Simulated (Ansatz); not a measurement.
## TaO2 monolayer (2H): following an unstable mode

Wanted: the energy along a soft mode of TaO2 monolayer (2H) and the structure at the end.

Method: DFT PBE, scalar-relativistic, plane waves, PAW, in Ansatz 0.2.0.

## Step 1: The starting structure

The cell holds 3 atoms: 1 Ta and 2 O. Its edges and angles: a = 2.976 Å, b = 2.976 Å, c = 28.700 Å, α = 90.0°, β = 90.0°, γ = 120.0°. Vacuum lies along c.

## Step 2: The dispersion

The cell comes from relaxations at this level that are not shown. Stability and thermal properties need the whole zone. Linear response on a 6×6×1 q mesh gives force constants as far as a supercell of that size would.

Input file input.yaml:

```yaml
crystal:
  lattice:
    - [2.9759263965, 0.0, 0.0]
    - [-1.4879631983, 2.5772278592, 0.0]
    - [0.0, 0.0, 28.7]
  atoms:
    - { symbol: Ta, position: [0.3333333333, 0.6666666667, 0.3484320557] }
    - { symbol: O, position: [0.6666666667, 0.3333333333, 0.3895865117] }
    - { symbol: O, position: [0.6666666667, 0.3333333333, 0.3072775997] }
  periodic: [true, true, false]
kpoints:
  mp_grid: { grid: [18, 18, 1] }
hamiltonian:
  xc: pbe
scf:
  occupations: { method: methfessel_paxton, width: 0.15 }
output:
  eigenvalues: true
phonons:
  method: dfpt
  qmesh: [6, 6, 1]
  temperatures: { t_max: 1000, t_step: 50 }
  qpath:
    path:
      - [0.0, 0.0, 0.0]
      - [0.5, 0.0, 0.0]
      - [0.33333333, 0.33333333, 0.0]
      - [0.0, 0.0, 0.0]
    npoints: 10
```

Command:

```sh
$ ansatz run input.yaml --threads 8 --pin off --max-ram 14336MiB --backend cpu --events-out ev --progress --plain --runs-dir out
```

Numbers of over 12 decimals in the logs are rounded to 6 here.

Log:

```text
Warning: crystal.symmetry: narrowed to the stabiliser of the run's FFT grids — unitary ops 12 → 6. A phonons.method: dfpt run fills in the rows of the dynamical matrix that it does not solve by its symmetry operations, which is exact only for operations that map its FFT grids onto themselves: filled in by any other, the frequencies could depend on the order in which like atoms are typed, or, by more than the grids' own error, on where the crystal sits among the grids' points. Excluded: 6 operations. The run can therefore solve more perturbations, solve them on more k-points, or both, and cost more. [rest of the remark cut]
Engine: ansatz 0.2.0, aarch64-unknown-linux-gnu
Pseudopotentials: kind: paw
Pseudopotential: Ta, paw, valence charge 13, recommended cutoff 420 eV (normal), Ta.paw.azcp
Pseudopotential: O, paw, valence charge 6, recommended cutoff 420 eV (normal), O.paw.azcp
Functional definition: PBE
  parameter kappa = 0.804
  parameter beta = 0.066725
  exchange = pbe_x(kappa = kappa, mu = beta*pi^2/3)
  correlation = pbe_c(beta = beta)
Crystal: 3 atoms, lattice volume = 220.119 Å³
Basis set: ecut = 420 eV, 4187 PW (Γ), exchange–correlation on 40×40×384 points (8 copies of the dense FFT grid, shifted against one another)
Bands: 17, of which v1, the nominal top of the filled ones, is band 13 counted from 1 (12 counted from 0)
Symmetry: 12 space group operations
k-points: 37 of 324 (irreducible under 6 space group operations, time reversal used)
Non-local potential: Ta, projectors of the file, l = 0: 3, l = 1: 2, l = 2: 2, l = 3: 1
Non-local potential: O, projectors of the file, l = 0: 2, l = 1: 2, l = 2: 1
PAW form: soft (Blöchl's): semilocal exchange-correlation on the pseudo side does not see the compensation charge
PAW one-centre angular grid: Ta, 590 points (default); XC on 64 Gauss nodes
PAW one-centre angular grid: O, 110 points (default); XC on 64 Gauss nodes
Initial density: superposition of atomic densities (neutral atoms: chi_scale 0, normalization atom), corrected by the library's trained network
Initial wavefunctions: pseudopotential atomic-orbital guess
Functional: x = pbe(κ = 0.804, μ = 0.219515), c = pbe(β = 0.066725)
SCF iter   1: F=—  HF=-11069.072010 eV  |F-HF|=—  |Δ(HF+E_count)|=         —  Δρ=2.83e-3  dr2=1.06e-2  ethr=1.77e-3  ⟨swp⟩=11.7  Hψ=5425  notcnv=0
preconditioner: auto → LDOS  [metal: Δε(μ)=0.014 eV  Ē_g=11.997 eV  σ=0.150 eV  W_gap=0.08  n_scr=16 (ndim 8)  ℏωp=10.3 eV  f_vac=0.814  D(μ)=3.53/eV (n_scr^D=14)  β→1.0]
SCF iter   2: F=—  HF=-11069.073465 eV  |F-HF|=—  |Δ(HF+E_count)|=   1.45e-3  S|Δr|=    0.00e0  Δρ=8.65e-4  dr2=6.71e-4  ethr=4.23e-5  ⟨swp⟩=3.6  Hψ=1735  notcnv=0  defer=2
SCF iter   3: F=—  HF=-11069.073988 eV  |F-HF|=—  |Δ(HF+E_count)|=   5.24e-4  S|Δr|=    0.00e0  Δρ=3.78e-4  dr2=2.01e-4  ethr=2.68e-6  ⟨swp⟩=3.6  Hψ=1386  notcnv=0  defer=2
SCF iter   4: F=—  HF=-11069.074084 eV  |F-HF|=—  |Δ(HF+E_count)|=   9.51e-5  S|Δr|=    0.00e0  Δρ=1.44e-4  dr2=2.12e-5  ethr=8.02e-7  ⟨swp⟩=3.2  Hψ=1214  notcnv=0  defer=2
SCF iter   5: F=—  HF=-11069.074110 eV  |F-HF|=—  |Δ(HF+E_count)|=   2.60e-5  S|Δr|=    0.00e0  Δρ=4.77e-5  dr2=2.00e-6  ethr=8.47e-8  ⟨swp⟩=3.6  Hψ=1452  notcnv=0  defer=2
SCF iter   6: F=—  HF=-11069.074209 eV  |F-HF|=—  |Δ(HF+E_count)|=   9.91e-5  S|Δr|=    0.00e0  Δρ=1.98e-5  dr2=3.68e-7  ethr=8.01e-9  ⟨swp⟩=3.3  Hψ=1307  notcnv=0  defer=2
SCF iter   7: F=—  HF=-11069.074211 eV  |F-HF|=—  |Δ(HF+E_count)|=   1.94e-6  S|Δr|=    0.00e0  Δρ=8.87e-6  dr2=1.10e-7  ethr=1.47e-9  ⟨swp⟩=3.5  Hψ=1304  notcnv=0  defer=2
SCF iter   8: F=—  HF=-11069.074211 eV  |F-HF|=—  |Δ(HF+E_count)|=   6.00e-7  S|Δr|=    0.00e0  Δρ=2.32e-6  dr2=1.61e-8  ethr=4.41e-10  ⟨swp⟩=3.1  Hψ=1120  notcnv=0  defer=2
SCF iter   9: F=—  HF=-11069.074211 eV  |F-HF|=—  |Δ(HF+E_count)|=   7.88e-8  S|Δr|=    0.00e0  Δρ=8.65e-7  dr2=1.26e-9  ethr=6.43e-11  ⟨swp⟩=3.5  Hψ=1197  notcnv=0  defer=2
SCF iter  10: F=—  HF=-11069.074211 eV  |F-HF|=—  |Δ(HF+E_count)|=   2.21e-8  S|Δr|=    0.00e0  Δρ=2.70e-7  dr2=8.37e-11  ethr=5.03e-12  ⟨swp⟩=3.6  Hψ=1393  notcnv=0  defer=2
SCF iter  11: F=-11069.074211 eV  HF=-11069.074211 eV  |F-HF|=2.50e-9  |Δ(HF+E_count)|=   1.66e-8  S|Δr|=    0.00e0  Δρ=8.62e-8  dr2=4.04e-12  ethr=1.00e-12  ⟨swp⟩=15.2  Hψ=6320  notcnv=0
SCF 1 converged in 11 iterations: F = -11069.074211 eV  dr2 = 4.04e-12
  greatest PAW one-centre occupation: 0.999 electrons in one spin orbital (limit 2), on the Ta atom at site 0 (counted from 0), in its partial waves of l = 0
phonons: the bands overlap, so this run is a metal and interpolates without the dipole-dipole term. If the crystal is really an insulator or semiconductor, its LO-TO splitting is missing
NSCF: frozen V_eff on 37 k-points
WARN: eigensolver did not converge in 2 slots of this pass, the one above among them; of largest residual over every band (k=12): 1 band(s) unlocked (lowest unlocked band 16, counted from 0; max residual 1.93e-4 eV among the unlocked bands, 1.93e-4 eV over every band); of lowest unlocked band (k=12): band 16
NSCF: frozen V_eff on 91 k-points
DFPT response loops at q = (0, 0, 0) (fractional): preconditioner auto → none (partly filled bands, converged f_vac=0.812); β = 0.50; Broyden in place of MSR1
NSCF: frozen V_eff on 342 k-points
DFPT response loops at q = (0, 0.166667, 0) (fractional): mixed as the last ones told, above
NSCF: frozen V_eff on 342 k-points
DFPT response loops at q = (0, 0.333333, 0) (fractional): mixed as the last ones told, above
NSCF: frozen V_eff on 182 k-points
DFPT response loops at q = (0, -0.5, 0) (fractional): mixed as the last ones told, above
NSCF: frozen V_eff on 648 k-points
DFPT response loops at q = (0.166667, 0.166667, 0) (fractional): mixed as the last ones told, above
NSCF: frozen V_eff on 648 k-points
DFPT response loops at q = (0.166667, 0.333333, 0) (fractional): mixed as the last ones told, above
NSCF: frozen V_eff on 342 k-points
DFPT response loops at q = (0.333333, 0.333333, 0) (fractional): mixed as the last ones told, above
SCF converged after 11 iterations
Stability not checked: this state was not tested for a lower state beside it, because cold or Methfessel-Paxton smearing, or corrected tetrahedra, fill the levels in a way that the test cannot read (fill_not_monotonic; see scf.lower_state_search)
Free energy (F): -11069.074211 eV
Harris-Foulkes:  -11069.074211 eV  (|F-HF|=2.50e-9)
Internal energy: -11069.068674 eV  (E = F + TS)
E sigma→0 (E₀):  -11069.072827 eV
Entropy (-TS):   -0.005538 eV (-1.846 meV/atom)
Fermi energy:    -6.784607 eV
--- Per-component energies (eV) ---
  E_band       = -644.406677
  E_kinetic    = 715.111014
  E_local      = -46151.739114  (includes V_loc(G=0)·N_el)
  E_nonlocal   = 110.065183
  E_hartree    = 22628.998273
  E_xc         = -365.531162
  E_vxc        = -391.644134  (∫ρ·V_xc dr)
  E_paw        = -8712.521772  (= ΣΔE_a)
  E_vpaw       = -184.201335  (= ΣTr[D̂ρ^β])
  E_aug_tail   = 0.005159  (compensation charges beyond the density's cutoff)
  E_ewald      = 20706.543745
  E_smearing   = -0.005538  (= −TS)
  E_closure    = -0.000000  (closes the sum)
  Σ components = -11069.074211   (vs F -11069.074211, Δ=0.00e0)
--- Band table (eV; the first three rows and the last of 37) ---
  k-point 0: bands = [... 9 lower, -10.3978, -10.3978, -9.0314, -4.9517, -3.3717, -2.9501, -2.9501, -2.2426]
  k-point 1: bands = [... 9 lower, -10.4702, -10.4472, -8.9872, -5.0161, -3.3041, -2.9348, -2.8151, -2.3394]
  k-point 2: bands = [... 9 lower, -10.6509, -10.5849, -8.8970, -5.2948, -2.8847, -2.8806, -2.5787, -2.5245]
  k-point 36: bands = [... 9 lower, -11.3218, -10.1371, -9.1897, -6.8116, -4.0701, -1.1314, -0.2934, 0.0783]
--- Phonons (Γ-DFPT): 6 representative perturbations + reference (Σ response iterations 35) ---
  ASR residual: 5.627e-5 → 0.000e0 eV/Å²; symmetrization residual: 9.268e-6 eV/Å²
  The last average, over the group as it would stand without the narrowing to the FFT grids, took up to 3.270e-6 eV/Å² of the zone centre's force constants
  ASR residual per site (eV/Å²): 5.63e-5 5.12e-5 2.30e-5
  Γ frequencies (cm⁻¹): -385.13 -385.13 0.00 0.00 0.00 343.28 343.28 606.06 673.31
--- Phonons (arbitrary-q DFPT): 7 irreducible q on the 6×6×1 mesh ---
  q = [0.0000, 0.0000, 0.0000] (star 1, of the zone-centre solve; hermiticity 5.05e-7, symmetrization 3.78e-11, taken by the last average 8.90e-8): -385.13 -385.13 -0.00 -0.00 0.00 343.28 343.28 606.06 673.31
  q = [0.0000, 0.1667, 0.0000] (star 6, 9 solved perturbations on 171 of 324 k-point pairs; hermiticity 5.66e-7, symmetrization 5.02e-9, taken by the last average 1.13e-7): -411.28 -309.94 29.87 82.36 151.81 359.45 361.90 565.48 666.93
  q = [0.0000, 0.3333, 0.0000] (star 6, 9 solved perturbations on 171 of 324 k-point pairs; hermiticity 5.24e-7, symmetrization 1.32e-8, taken by the last average 1.70e-7): -264.87 -59.42 82.93 151.95 345.15 394.15 396.80 507.63 651.62
  q = [0.0000, -0.5000, 0.0000] (star 3, 9 solved perturbations on 91 of 324 k-point pairs; hermiticity 1.48e-4, symmetrization 2.45e-5, taken by the last average 2.24e-7): -138.93 107.12 142.09 194.88 409.99 412.63 431.29 479.59 651.12
  q = [0.1667, 0.1667, 0.0000] (star 6, 6 solved perturbations in 1485 linear systems a pass and spin channel, the states on 324 of 324 k-point pairs; hermiticity 3.71e-7, symmetrization 2.25e-10, taken by the last average 1.58e-7): -181.00 -160.04 68.08 170.21 285.93 380.37 394.20 521.38 655.80
  q = [0.1667, 0.3333, 0.0000] (star 12, 9 solved perturbations on 324 of 324 k-point pairs: no pair is spared here; hermiticity 5.53e-7, symmetrization 0.00e0, taken by the last average 1.42e-7): -78.78 101.69 191.12 259.99 410.23 415.01 421.06 480.40 649.29
  q = [0.3333, 0.3333, 0.0000] (star 2, 6 solved perturbations in 705 linear systems a pass and spin channel, the states on 171 of 324 k-point pairs; hermiticity 1.38e-4, symmetrization 2.89e-5, taken by the last average 1.48e-7): -154.38 108.20 241.88 304.95 418.59 424.05 459.17 466.62 646.43
  sum rule: each row above includes the acoustic sum rule's correction from the zone centre's row sums; it moved no ω² by more than (0.93 cm⁻¹)²
  mesh force constants: q→R imaginary residual 1.09e-18; ASR residual 5.627e-5 → 0.000e0 eV/Å²; symmetrization residual 9.770e-15 eV/Å²
  interpolated dispersion: 31 rows × 9 modes
  density of states and harmonic sums: on the 24×24×1 q-mesh, interpolated from the force constants of a 6×6×1 supercell (no non-analytic term)
  largest difference from the sums on the solved wave vectors: F 5.10e-2 eV, S 6.71e-5 and C_V 1.65e-5 eV/K
  zero-point energy: 0.164075 eV/cell   skipped modes (ω ≤ 0): 91, of them read as no rigid motion or as one in doubt: 88 (1.418e0 modes/cell left out, lowest -414.59 cm⁻¹)   left out of the sums: 1.58e-1 of the cell's modes: C_V's classical limit lies that fraction below 3 k_B per atom; for a crystal, a wire or a layer, F and S can be off by more, and a phonons.interpolated_qmesh denser along its periods is the remedy for the sampling
```

The job ended after 8.4 min (8 threads of Arm Neoverse V2, shared host; peak memory 2.5 GiB; 64 min of CPU time).

In the SCF lines HF is the Harris–Foulkes energy and dr2 the Hartree energy of the density residual, in eV; the loop may stop once dr2 is under the threshold and the program's other checks hold. Hψ counts applications of the Hamiltonian.

Numbers from this step:

| Quantity | Value |
| --- | --- |
| gap on the k-mesh | 0 eV |
| sum-rule residual before enforcement | 5.63e-5 eV/Å² |
| lowest frequency on the path | -414.6 cm⁻¹ |
| point group | -6m2 |
| highest frequency on the path or at a solved wavevector | 673.3 cm⁻¹ |
| area per atom | 2.557 Å² |
| highest optical mode at the zone centre (no LO-TO term) | 673.3 cm⁻¹ |
| lowest optical zone-centre mode | -385.1 cm⁻¹ |
| lowest mode on the q mesh (acoustic modes at Γ apart) | -411.3 cm⁻¹ |

Frequencies (cm⁻¹) solved at each irreducible wavevector; negative means imaginary. Frequencies by wavevector, by row:

```tsv
q in reciprocal lattice units	star	mode 1	mode 2	mode 3	mode 4	mode 5	mode 6	mode 7	mode 8	mode 9
0 0 0	1	-385.1	-385.1	0	0	0	343.3	343.3	606.1	673.3
0 0.1667 0	6	-411.3	-309.9	29.9	82.4	151.8	359.4	361.9	565.5	666.9
0 0.3333 0	6	-264.9	-59.4	82.9	151.9	345.1	394.1	396.8	507.6	651.6
0 -0.5 0	3	-138.9	107.1	142.1	194.9	410	412.6	431.3	479.6	651.1
0.1667 0.1667 0	6	-181	-160	68.1	170.2	285.9	380.4	394.2	521.4	655.8
0.1667 0.3333 0	12	-78.8	101.7	191.1	260	410.2	415	421.1	480.4	649.3
0.3333 0.3333 0	2	-154.4	108.2	241.9	304.9	418.6	424.1	459.2	466.6	646.4
```

Interpolated from a 6×6×1 q mesh. Phonon branches along the path, in cm⁻¹:

```tsv
point	branch 1	branch 2	branch 3	branch 4	branch 5	branch 6	branch 7	branch 8	branch 9
Γ	-385	-385	0	0	0	343	343	606	673
halfway	-356	-188	57	112	242	378	378	534	658
M	-139	107	142	195	410	413	431	480	651
halfway	-70	106	201	264	416	417	432	473	649
K	-154	108	242	305	419	424	459	467	646
halfway	-181	-160	68	170	286	380	394	521	656
Γ	-385	-385	0	0	0	343	343	606	673
```

The phonon branches as a text plot (rows in cm⁻¹):

```
    651 |********************************************************
    605 |*****                                             ******
    560 |     ****                                    *****
    515 |         ******                          ****
    469 |               **************************
    424 |               ****************************
    379 |     ************                        *********
    333 |*****                                             ******
    288 |           **              **************  **
    243 |         **            **** **********   **
    197 |       **      ********   **          ***    ***
    152 |     **    ****  *********               ****   **
    107 |   **  ****  ****************************    *******
     61 | ************                            *******  *****
     16 |*******      **                                 ********
    -29 |                       ***
    -75 |                      *   *
   -120 |           **      ***     ****     *******
   -165 |         **      **            *****       **
   -211 |               **
   -256 |       **    **                              ***
   -301 |           **                                *****
   -347 |   ****  **                                       **
   -392 |*********                                       ********
         Γ                   M           K                      Γ
```

Symmetry leaves 7 wavevectors to solve. The lowest mode among them, the acoustic zeros apart, lies at q = (0, 0.167, 0) and is imaginary, 411.3i cm⁻¹, so the energy falls along it. Between them the interpolated path dips to 415i cm⁻¹.

## Step 3: The mode frozen in, largest atomic shift 0 Å

The mode followed lies at Γ with frequency 385.1i cm⁻¹ and is 2-fold degenerate, one of the unstable modes though not the softest. At small amplitude the distorted cell has space group no. 38 by a symmetry search on the positions. The undistorted cell that holds it gives the zero of energy on the same k mesh.

input.yaml, the sections that differ from step 2:

```yaml
output:
  forces: true
  stress: true
  eigenvalues: true
# crystal, kpoints, hamiltonian, scf: as in step 2
# phonons: removed
```

Log:

```text
[...]
Crystal: 3 atoms, lattice volume = 220.119 Å³
Basis set: ecut = 420 eV, 4187 PW (Γ), exchange–correlation on 40×40×384 points (8 copies of the dense FFT grid, shifted against one another)
Bands: 17, of which v1, the nominal top of the filled ones, is band 13 counted from 1 (12 counted from 0)
Symmetry: 12 space group operations
[...]
--- Band table (eV; the first three rows and the last of 37) ---
  k-point 0: bands = [... 9 lower, -10.3977, -10.3977, -9.0314, -4.9516, -3.3716, -2.9499, -2.9499, -2.2425]
  k-point 1: bands = [... 9 lower, -10.4701, -10.4471, -8.9872, -5.0160, -3.3040, -2.9347, -2.8150, -2.3393]
  k-point 2: bands = [... 9 lower, -10.6509, -10.5849, -8.8969, -5.2946, -2.8845, -2.8805, -2.5785, -2.5243]
  k-point 36: bands = [... 9 lower, -11.3217, -10.1370, -9.1897, -6.8115, -4.0700, -1.1313, -0.2933, 0.0784]
[key lines of the parts left out:]
SCF converged after 8 iterations
Free energy (F): -11069.074211 eV
Fermi energy:    -6.784467 eV
P = ½ c Tr σ = 0.0016 N/m
```

It took 2 s on 8 threads; peak memory 0.54 GiB.

This step gave:

- energy from the undistorted cell: 0 meV/atom

## Step 4: The mode frozen in, largest atomic shift 0.04 Å

The atoms are moved along the unstable eigenvector, the largest shift by 0.04 Å, with the cell fixed.

input.yaml, the sections that differ from step 3:

```yaml
crystal:
  lattice:
    - [2.9759263965, 0.0, 0.0]
    - [-1.4879631983, 2.5772278592, 0.0]
    - [0.0, 0.0, 28.7]
  atoms:
    - { symbol: Ta, position: [0.3319610414, 0.6639220828, 0.3484320557] }
    - { symbol: O, position: [0.6744269429, 0.3488538857, 0.3895865117] }
    - { symbol: O, position: [0.6744269429, 0.3488538857, 0.3072775997] }
  periodic: [true, true, false]
# kpoints, hamiltonian, scf, output: as in step 3
```

Log:

```text
[...]
Crystal: 3 atoms, lattice volume = 220.119 Å³
Basis set: ecut = 420 eV, 4187 PW (Γ), exchange–correlation on 40×40×384 points (8 copies of the dense FFT grid, shifted against one another)
Bands: 17, of which v1, the nominal top of the filled ones, is band 13 counted from 1 (12 counted from 0)
Symmetry: 4 space group operations
[...]
k-points: 91 of 324 (time reversal used)
[...]
--- Band table (eV; the first three rows and the last of 91) ---
  k-point 0: bands = [... 9 lower, -10.6256, -10.1843, -9.0325, -4.9739, -3.4647, -3.1119, -2.7025, -2.5635]
  k-point 1: bands = [... 9 lower, -10.6704, -10.2697, -8.9867, -5.0072, -3.3805, -3.0923, -2.6389, -2.6153]
  k-point 2: bands = [... 9 lower, -10.7960, -10.4804, -8.8985, -5.2186, -3.0290, -2.9742, -2.7801, -2.4269]
  k-point 90: bands = [... 9 lower, -10.5852, -10.5644, -8.9559, -7.2092, -3.1699, -1.4852, -1.1100, -0.2233]
[key lines of the parts left out:]
SCF converged after 6 iterations
Free energy (F): -11069.083021 eV
Fermi energy:    -6.788067 eV
P = ½ c Tr σ = 0.0619 N/m
```

Elapsed: 3.9 s, on 8 threads; peak memory 0.68 GiB; 28 s of CPU time.

Numbers from this step:

```yaml
energy_from_the_undistorted_cell: -3.356 meV/atom
```

The energy, extrapolated to zero smearing, is -3.36 meV/atom against the undistorted cell.

## Step 5: Energy along the mode, all amplitudes (two of the runs are shown above)

An imaginary frequency means negative curvature, so the energy should fall and then rise again as anharmonic terms take over.

This step gave:

| Property | Result |
| --- | --- |
| depth at the lowest point sampled | 3.356 meV/atom |
| largest atomic shift at that point | 0.04 Å |

Table of energy from the parent by largest shift of an atom, one sign:

```tsv
largest shift of an atom, one sign (Å)	energy from the parent (meV/atom)
0.0000	0
0.0400	-3.36
0.0800	-2.20
0.1400	18.1
```

Displacement at unit largest shift by atom:

```tsv
atom	x (Å)	y (Å)	z (Å)	size
Ta1	0.00	-0.18	0.00	0.18
O2	0.00	1.00	0.00	1.00
O3	0.00	1.00	0.00	1.00
```

The lowest of the steps tried is at 0.04 Å, 3.36 meV/atom below the parent; the bottom of the well need not coincide with a step.

(Part 1 of 2 ends here.)

[Logs are printed without paths, hosts, clocks, repeated set-up lines and the standing remarks that a program may print on its own settings, such as how far it seeks lower states.]

[Hosts, paths, dates, database ids (printed as entryN), source tags and the programs' standing remarks are cut or masked in the printed files.]
